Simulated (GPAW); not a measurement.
# Ti (Im-3m) in GPAW: a series of runs, part 2 of 2

GPAW 26.7.0.

## 4. Band structure, SOGGA

Contents of run.py:

```python
from ase.dft.bandgap import bandgap
from ase.io import read, write
from ase.units import GPa
from gpaw import GPAW, PW, setup_paths

setup_paths.insert(0, '.')

atoms = read('Ti.cif')

calc = GPAW(mode=PW(600),
            xc='GGA_X_SOGGA+GGA_C_PBE_SOL',
            kpts={'size': (11, 11, 11), 'gamma': True},
            occupations={'name': 'fermi-dirac', 'width': 0.05},
            nbands=14,
            convergence={'density': 1e-05, 'energy': 1e-05},
            maxiter=150,
            txt='gpaw.txt')
atoms.calc = calc
energy = atoms.get_potential_energy()
forces = atoms.get_forces()
stress = atoms.get_stress()
calc.write('gs.gpw')
write('result.traj', atoms)
print(f'Energy: {energy:.6f} eV')
print('Forces (eV/A):')
print(forces.round(4))
print('Stress (GPa):', (stress / GPa).round(3))
print('Fermi level:', round(calc.get_fermi_level(), 4), 'eV')
print(f'Gap: {bandgap(calc)[0]:.4f} eV, direct: {bandgap(calc, direct=True)[0]:.4f} eV')

path = atoms.cell.bandpath('GHNGPH,PN', npoints=60, eps=1e-4)
bs_calc = calc.fixed_density(kpts=path, symmetry='off', nbands=21,
                             convergence={'bands': 'CBM+6.0', 'eigenstates': 1e-6}, txt='bands.txt')
bs = bs_calc.band_structure()
bs.write('bs.json')
print(f'Gap on the path: {bandgap(bs_calc)[0]:.4f} eV')
```

Contents of Ti.cif:

```cif
data_Ti
_cell_length_a 2.84229538
_cell_length_b 2.84229538
_cell_length_c 2.84229538
_cell_angle_alpha 109.47122063
_cell_angle_beta 109.47122063
_cell_angle_gamma 109.47122063
_space_group_name_H-M_alt 'P1'
_space_group_name_Hall 'P 1'
_space_group_IT_number 1
loop_
_space_group_symop_operation_xyz
'x,y,z'
loop_
_atom_site_label
_atom_site_type_symbol
_atom_site_symmetry_multiplicity
_atom_site_Wyckoff_symbol
_atom_site_fract_x
_atom_site_fract_y
_atom_site_fract_z
_atom_site_occupancy
Ti1 Ti 1 a 0.0000000000 0.0000000000 0.0000000000 1
```

Potentials or basis: PAW data sets generated in the run's folder for this functional, pw.

Started as:

```console
$ gpaw-setup -f GGA_X_SOGGA+GGA_C_PBE_SOL Ti
$ OMP_NUM_THREADS=1 python run.py
```

gpaw.txt:

```text
__  _  _
 | _ |_)|_||  |
 |__||  | ||/\| - 26.7.0

Input parameters:
  mode=PW(ecut=600.0),
  convergence={'density': 1e-05, 'energy': 1e-05},
  kpts=MonkhorstPack(size=(11, 11, 11), gamma=True),
  maxiter=150,
  nbands=14,
  occupations=Occupations(name='fermi-dirac', width=0.05),
  xc=XC(name='GGA_X_SOGGA+GGA_C_PBE_SOL')

Diagonalizing LCAO Hamiltonian
Converting LCAO to pw mode

       Ti

Atoms  # Å, Bohr magnetons
|   | symbol |        x |        y |        z |    initial magnetic moments |
|---|--------|----------|----------|----------|-----------------------------|
| 0 |     Ti | 0.000000 | 0.000000 | 0.000000 | ( 0.0000,  0.0000,  0.0000) |

Unit cell  # Å
| periodic |         x |         y |        z |  lengths |     angles |
|----------|-----------|-----------|----------|----------|------------|
|      yes |  2.842295 |  0.000000 | 0.000000 | 2.842295 | 109.471221 |
|      yes | -0.947432 |  2.679742 | 0.000000 | 2.842295 | 109.471221 |
|      yes | -0.947432 | -1.339871 | 2.320724 | 2.842295 | 109.471221 |

Number of symmetries: 48
Symmetry operations  # r_c * U_cc + t_c -> r_c
|    | kind |            matrix            |
|----|------|------------------------------|
|  0 |  σ   |  1, 1, 1,  0, 0,-1,  0,-1, 0 |
|  1 |  C4  |  1, 1, 1,  0, 0,-1, -1, 0, 0 |
|  2 |  C2  |  1, 1, 1,  0,-1, 0,  0, 0,-1 |
|  3 |  S6  |  1, 1, 1,  0,-1, 0, -1, 0, 0 |
|  4 |  S6  |  1, 1, 1, -1, 0, 0,  0, 0,-1 |
|  5 |  C4  |  1, 1, 1, -1, 0, 0,  0,-1, 0 |
|  6 |  E   |  1, 0, 0,  0, 1, 0,  0, 0, 1 |
|  7 |  σ   |  1, 0, 0,  0, 1, 0, -1,-1,-1 |
|  8 |  σ   |  1, 0, 0,  0, 0, 1,  0, 1, 0 |
|  9 |  C3  |  1, 0, 0,  0, 0, 1, -1,-1,-1 |
| 10 |  C3  |  1, 0, 0, -1,-1,-1,  0, 1, 0 |
| 11 |  σ   |  1, 0, 0, -1,-1,-1,  0, 0, 1 |
| 12 |  σ   |  0, 1, 0,  1, 0, 0,  0, 0, 1 |
| 13 |  C2  |  0, 1, 0,  1, 0, 0, -1,-1,-1 |
| 14 |  C3  |  0, 1, 0,  0, 0, 1,  1, 0, 0 |
| 15 |  S4  |  0, 1, 0,  0, 0, 1, -1,-1,-1 |
| 16 |  S4  |  0, 1, 0, -1,-1,-1,  1, 0, 0 |
| 17 |  C3  |  0, 1, 0, -1,-1,-1,  0, 0, 1 |
| 18 |  C3  |  0, 0, 1,  1, 0, 0,  0, 1, 0 |
| 19 |  S4  |  0, 0, 1,  1, 0, 0, -1,-1,-1 |
| 20 |  σ   |  0, 0, 1,  0, 1, 0,  1, 0, 0 |
| 21 |  C3  |  0, 0, 1,  0, 1, 0, -1,-1,-1 |
| 22 |  C2  |  0, 0, 1, -1,-1,-1,  1, 0, 0 |
| 23 |  S4  |  0, 0, 1, -1,-1,-1,  0, 1, 0 |
| 24 |  C4  |  0, 0,-1,  1, 1, 1,  0,-1, 0 |
| 25 |  σ   |  0, 0,-1,  1, 1, 1, -1, 0, 0 |
| 26 |  S6  |  0, 0,-1,  0,-1, 0,  1, 1, 1 |
| 27 |  C2  |  0, 0,-1,  0,-1, 0, -1, 0, 0 |
| 28 |  C4  |  0, 0,-1, -1, 0, 0,  1, 1, 1 |
| 29 |  S6  |  0, 0,-1, -1, 0, 0,  0,-1, 0 |
| 30 |  S6  |  0,-1, 0,  1, 1, 1,  0, 0,-1 |
| 31 |  C4  |  0,-1, 0,  1, 1, 1, -1, 0, 0 |
| 32 |  C4  |  0,-1, 0,  0, 0,-1,  1, 1, 1 |
| 33 |  S6  |  0,-1, 0,  0, 0,-1, -1, 0, 0 |
[... 80 lines left out ...]
    |   3p |  6.000 |     -38.780 |    1.058 |
    |   4p |  0.000 |      -1.457 |    1.058 |
    |   3d |  2.000 |      -4.284 |    1.058 |
    |    d |        |      22.927 |    1.058 |

    Using partial waves for Ti as LCAO basis

Reference energy: -23197.437395  # eV

eigensolver:
  PPCG
  Converge bands: occupied
  niter=2

density mixing:
  MSR1-Mixer
  Pratt-step length: 0.05
  Maximum mixing coefficient: 0.75
  Old densities: 10
  SVD Regularization: 0.005
  Good broyden scale: 1.0
  Trust region scale: 1.0
  Backstep threshold: 4.0
  History deletion threshold: 6.0
  Fourier metric: weight=20.0, sigma=0.015

occupation numbers:
  Fermi-Dirac:
    width: 0.0500  # eV

poisson solver:
  ecut: 4800.0  # eV

xc functional:
  name: GGA_X_SOGGA+GGA_C_PBE_SOL with 2 nearest neighbor stencil

convergence criteria:
- Maximum integral of absolute [dens]ity change: 1e-05 electrons / valence electron
- Maximum [total energy] change in last 3 cyles: 1e-05 eV / valence electron
- Maximum integral of absolute [eigenst]ate change: 4e-08 eV^2 / valence electron
maximum number of iterations: 150

SCF iterations
|iter     | |      energy | eigst |  dens |
|---------|-|-------------|-------|-------|
|iter:   1| |   -7.322749 | -0.11 |       |
|iter:   2| |   -7.263251 | -3.03 | -1.23 |
|iter:   3| |   -7.082538 | -1.82 | -1.28 |
|iter:   4| |   -7.085484 | -3.73 | -2.09 |
|iter:   5| |   -7.087055 | -4.04 | -2.37 |
|iter:   6| |   -7.087070 | -6.31 | -3.60 |
|iter:   7| |   -7.087071c| -6.79 | -3.89 |
|iter:   8| |   -7.087071c| -8.35c| -5.13c|

Converged in 8 steps
Energy contributions relative to reference atoms: (reference = -23197.437395)

Energy contributions:
  Kinetic:           3.346861
  Coulomb:          -3.357001
  Zero:              0.010493
  External:          0.000000
  Xc:               -7.076124
  Entropy:          -0.022602
  Spinorbit:         0.000000
  ----------------------------
  Free energy:      -7.098372
  Extrapolated:     -7.087071

dipole moment: (-3.022757, -4.274824, -7.404213)  # |e|*Ang

Fermi level: 7.954
Eigenvalues  # (at kpt = [0.000, 0.000, 0.000])
| band index |      eig [eV] | occ [0-2] |
|------------|---------------|-----------|
|          0 |       -48.324 |     2.000 |
|          1 |       -24.322 |     2.000 |
|          2 |       -24.322 |     2.000 |
|          3 |       -24.322 |     2.000 |
|          4 |         2.066 |     2.000 |
|          5 |         8.938 |     0.000 |
|          6 |         8.938 |     0.000 |
|          7 |         8.938 |     0.000 |
|          8 |        10.673 |     0.000 |
|          9 |        10.673 |     0.000 |
|         10 |        25.282 |     0.000 |
|         11 |        25.282 |     0.000 |
|         12 |        25.282 |     0.000 |
|         13 |        31.059 |     0.000 |

No gap
No difference between direct/indirect transitions

Forces  # eV/Ang
|       x |        y |       z |
|---------|----------|---------|
| 0.00000 | -0.00000 | 0.00000 |  # Ti   0

Stress tensor  # eV/Ang^3
|         x |         y |         z |
|-----------|-----------|-----------|
|  0.046396 | -0.000000 | -0.000000 |
| -0.000000 |  0.046396 | -0.000000 |
| -0.000000 | -0.000000 |  0.046396 |

# Writing to gs.gpw (mode='')
```

stdout:

```text
Energy: -7.087071 eV
Forces (eV/A):
[[ 0. -0.  0.]]
Stress (GPa): [ 7.433  7.433  7.433 -0.    -0.    -0.   ]
Fermi level: 7.9542 eV
Gap: 0.0000 eV, direct: 0.0000 eV
Gap on the path: 0.0000 eV
```

bands.txt:

```text
Diagonalizing LCAO Hamiltonian
Converting LCAO to pw mode
convergence criteria:
- Maximum integral of absolute [eigenst]ate change: 1e-06 eV^2 / valence electron
maximum number of iterations: 150

SCF iterations
|iter     | |      energy | eigst |  dens |
|---------|-|-------------|-------|-------|
[... 65 lines left out ...]
         [ 0.5       , -0.5       ,  0.5       ],
         [ 0.25      ,  0.25      ,  0.25      ],
         [ 0.20833333,  0.20833333,  0.29166667],
         [ 0.16666667,  0.16666667,  0.33333333],
         [ 0.125     ,  0.125     ,  0.375     ],
         [ 0.08333333,  0.08333333,  0.41666667],
         [ 0.04166667,  0.04166667,  0.45833333],
         [ 0.        ,  0.        ,  0.5       ]])),
  maxiter=150,
  nbands=21,
  occupations=Occupations(name='fermi-dirac', width=0.05),
  symmetry=Symmetry(point_group=False, time_reversal=False),
  xc=XC(name='GGA_X_SOGGA+GGA_C_PBE_SOL')
```

Wall time 16 s (1 thread of Arm Neoverse V2, shared host); peak memory 0.17 GiB.

Results:

| Property | Result |
| --- | --- |
| Free energy | -7.0984 eV |
| Pressure | -7.4 GPa |
| Band gap along the path | none (metal or under the smearing width) |

Levels at the corners of the path, in eV from the Fermi level:
```tsv
point	band 2	band 3	band 4	band 5	band 6	band 7	band 8	band 9	band 10
Γ	-32.28	-32.28	-32.28	-5.89	0.98	0.98	0.98	2.72	2.72
H	-32.72	-32.72	-32.72	-2.04	-2.04	3.88	3.88	3.88	8.20
N	-32.92	-32.48	-32.28	-2.41	-0.37	1.09	2.70	3.05	4.23
Γ	-32.28	-32.28	-32.28	-5.89	0.98	0.98	0.98	2.72	2.72
P	-32.60	-32.60	-32.60	-0.60	-0.60	-0.60	3.11	3.11	8.96
H	-32.72	-32.72	-32.72	-2.04	-2.04	3.88	3.88	3.88	8.20
P	-32.60	-32.60	-32.60	-0.60	-0.60	-0.60	3.11	3.11	8.96
N	-32.92	-32.48	-32.28	-2.41	-0.37	1.09	2.70	3.05	4.23
```

## 5. Equation of state, BLYP

Contents of run.py:

```python
import spglib
from ase import Atoms
from ase.eos import EquationOfState
from ase.io import Trajectory, read
from ase.units import GPa
from gpaw import GPAW, PW, setup_paths

setup_paths.insert(0, '.')

atoms = read('Ti.cif')
cell, positions, numbers = spglib.find_primitive(
    (atoms.cell[:], atoms.get_scaled_positions(), atoms.numbers), symprec=1e-4)
atoms = Atoms(numbers, cell=cell, scaled_positions=positions, pbc=True)

traj = Trajectory('eos.traj', 'w')
volumes, energies = [], []
for x in [0.94, 0.96, 0.98, 1.0, 1.02, 1.04, 1.06]:
    a = atoms.copy()
    a.set_cell(atoms.cell * x**(1 / 3), scale_atoms=True)
    calc = GPAW(mode=PW(600),
                xc='BLYP',
                kpts={'size': (11, 11, 11), 'gamma': True},
                occupations={'name': 'fermi-dirac', 'width': 0.05},
                nbands=14,
                convergence={'density': 1e-05, 'energy': 1e-05},
                eigensolver='davidson',
                maxiter=150,
                txt=f'eos-{x:.2f}.txt')
    a.calc = calc
    energies.append(a.get_potential_energy(force_consistent=True))
    volumes.append(a.get_volume())
    p = -a.get_stress()[:3].mean() / GPa
    calc.write(f'eos-{x:.2f}.gpw')
    traj.write(a)
    print(f'{x:.2f} {volumes[-1]:10.4f} A^3 {energies[-1]:14.6f} eV {p:9.3f} GPa', flush=True)

v0, e0, B = EquationOfState(volumes, energies, eos='birchmurnaghan').fit()
print(f'V0 = {v0:.4f} A^3, E0 = {e0:.6f} eV, B0 = {B / GPa:.2f} GPa')
```

Contents of Ti.cif:

```cif
data_Ti
_cell_length_a 3.28200000
_cell_length_b 3.28200000
_cell_length_c 3.28200000
_cell_angle_alpha 90.00000000
_cell_angle_beta 90.00000000
_cell_angle_gamma 90.00000000
_space_group_name_H-M_alt 'Im-3m'
_space_group_name_Hall '-I 4 2 3'
_space_group_IT_number 229
loop_
_space_group_symop_operation_xyz
'x,y,z'
'-x,-y,-z'
'-y,x,z'
'y,-x,-z'
'-x,-y,z'
'x,y,-z'
'y,-x,z'
'-y,x,-z'
'x,-y,-z'
'-x,y,z'
'-y,-x,-z'
'y,x,z'
'-x,y,-z'
'x,-y,z'
'y,x,-z'
'-y,-x,z'
'z,x,y'
'-z,-x,-y'
'z,-y,x'
'-z,y,-x'
'z,-x,-y'
'-z,x,y'
'z,y,-x'
'-z,-y,x'
'-z,x,-y'
'z,-x,y'
'-z,-y,-x'
'z,y,x'
'-z,-x,y'
'z,x,-y'
'-z,y,x'
'z,-y,-x'
'y,z,x'
'-y,-z,-x'
'x,z,-y'
'-x,-z,y'
'-y,z,-x'
'y,-z,x'
'-x,z,y'
'x,-z,-y'
'-y,-z,x'
'y,z,-x'
'-x,-z,-y'
'x,z,y'
'y,-z,-x'
'-y,z,x'
'x,-z,y'
'-x,z,-y'
'x+1/2,y+1/2,z+1/2'
'-x+1/2,-y+1/2,-z+1/2'
'-y+1/2,x+1/2,z+1/2'
'y+1/2,-x+1/2,-z+1/2'
'-x+1/2,-y+1/2,z+1/2'
'x+1/2,y+1/2,-z+1/2'
'y+1/2,-x+1/2,z+1/2'
'-y+1/2,x+1/2,-z+1/2'
'x+1/2,-y+1/2,-z+1/2'
'-x+1/2,y+1/2,z+1/2'
'-y+1/2,-x+1/2,-z+1/2'
'y+1/2,x+1/2,z+1/2'
'-x+1/2,y+1/2,-z+1/2'
'x+1/2,-y+1/2,z+1/2'
'y+1/2,x+1/2,-z+1/2'
'-y+1/2,-x+1/2,z+1/2'
'z+1/2,x+1/2,y+1/2'
'-z+1/2,-x+1/2,-y+1/2'
'z+1/2,-y+1/2,x+1/2'
'-z+1/2,y+1/2,-x+1/2'
'z+1/2,-x+1/2,-y+1/2'
'-z+1/2,x+1/2,y+1/2'
'z+1/2,y+1/2,-x+1/2'
'-z+1/2,-y+1/2,x+1/2'
'-z+1/2,x+1/2,-y+1/2'
'z+1/2,-x+1/2,y+1/2'
'-z+1/2,-y+1/2,-x+1/2'
'z+1/2,y+1/2,x+1/2'
'-z+1/2,-x+1/2,y+1/2'
'z+1/2,x+1/2,-y+1/2'
'-z+1/2,y+1/2,x+1/2'
'z+1/2,-y+1/2,-x+1/2'
'y+1/2,z+1/2,x+1/2'
'-y+1/2,-z+1/2,-x+1/2'
'x+1/2,z+1/2,-y+1/2'
'-x+1/2,-z+1/2,y+1/2'
'-y+1/2,z+1/2,-x+1/2'
'y+1/2,-z+1/2,x+1/2'
'-x+1/2,z+1/2,y+1/2'
'x+1/2,-z+1/2,-y+1/2'
'-y+1/2,-z+1/2,x+1/2'
'y+1/2,z+1/2,-x+1/2'
'-x+1/2,-z+1/2,-y+1/2'
'x+1/2,z+1/2,y+1/2'
'y+1/2,-z+1/2,-x+1/2'
'-y+1/2,z+1/2,x+1/2'
'x+1/2,-z+1/2,y+1/2'
'-x+1/2,z+1/2,-y+1/2'
loop_
_atom_site_label
_atom_site_type_symbol
_atom_site_symmetry_multiplicity
_atom_site_Wyckoff_symbol
_atom_site_fract_x
_atom_site_fract_y
_atom_site_fract_z
_atom_site_occupancy
Ti1 Ti 2 a 0.0000000000 0.0000000000 0.0000000000 1
```

Started as:

```console
$ gpaw-setup -f BLYP Ti
$ OMP_NUM_THREADS=1 python run.py
```

Wall time 48 s (1 thread of Arm Neoverse V2, shared host); peak memory 0.19 GiB.

The run converged. Its results:

```yaml
Equilibrium_volume: "17.70 Å³/atom (rough: see the caveat)"
Bulk_modulus: 102 GPa (rough)
```

Energy against volume, from the lowest point:
```csv
volume (Å³/atom),energy (meV/atom)
16.616,22.64
16.969,10.18
17.323,3.05
17.676,0.00
18.030,2.16
18.383,8.37
18.737,18.33
```

Caveat: the fit is doubtful: noisy points or a state that changes with volume.

## 6. The runs side by side

```csv
task,level,potentials or basis,k mesh,cutoff (eV),hybrids on these orbitals,band path,band points,eigensolver,mesh quality,pressure (GPa)
one-shot levels on a semilocal density,LDA,"the program's PAW data sets (release 1.2.1) made for this functional, pw",7 × 7 × 7,500,"["HSE06", "PBE0", "EXX"]",-,-,-,coarse,-9.9
equation of state,vdW-DF-cx,"GPAW PAW data sets (gpaw-data 1.2.1), pw",11 × 11 × 11,600,-,-,-,-,not flagged,-
band structure,SOGGA,"PAW data sets generated in the run's folder for this functional, pw",11 × 11 × 11,600,-,"GHNGPH,PN",60,-,not flagged,-7.4
equation of state,BLYP,"PAW data sets generated in the run's folder for this functional, pw",11 × 11 × 11,600,-,-,-,davidson,not flagged,-
```

Alike in all rows: no spin polarisation; cell as given; smearing fermi-dirac 0.05 eV.

Caveats: some runs use coarse meshes; the fit is doubtful: noisy points or a state that changes with volume (some runs); the cutoff is short for stress and forces, so pressures can be off by a GPa or more (some runs); one-shot exact exchange on a metal's smeared states is rough (some runs); the PAW data sets were made with another functional, which shifts forces and pressure a little (some runs).

Total energies depend on the potentials used, so only differences within one code and one set of settings carry meaning.
